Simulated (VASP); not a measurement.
Input:

```yaml
crystal:
  lattice:
    - [0.00000, 3.06983, 3.06983]
    - [3.06983, 0.00000, 3.06983]
    - [3.06983, 3.06983, 0.00000]
  atoms:
    - { symbol: Zn, position: [0.00000, 0.00000, 0.00000] }
    - { symbol: Te, position: [0.25000, 0.25000, 0.25000] }
```

The numbers are results of RPBE GGA, VASP's PBE PAW potentials (set 64) (plane waves; VASP), not measurements. Settings: 520 eV cut-off, 7×7×7 Γ-centred mesh, Gaussian smearing of 0.050 eV, potentials Zn Te.

Q: The job: ZnTe (zinc blende), 2 atoms, RPBE, static run, 520 eV, 7×7×7 Γ-centred mesh. Roughly how much core time does it take on a busy server core?

A: About 9 core-seconds (one run on a shared machine, a rough figure). It had 20 irreducible k-points, 13 bands, up to 1580 plane waves and 14 electronic steps.

The compound is ZnTe in the zinc blende structure. This cell is one point of a volume scan, at 0.94 of the reference volume.
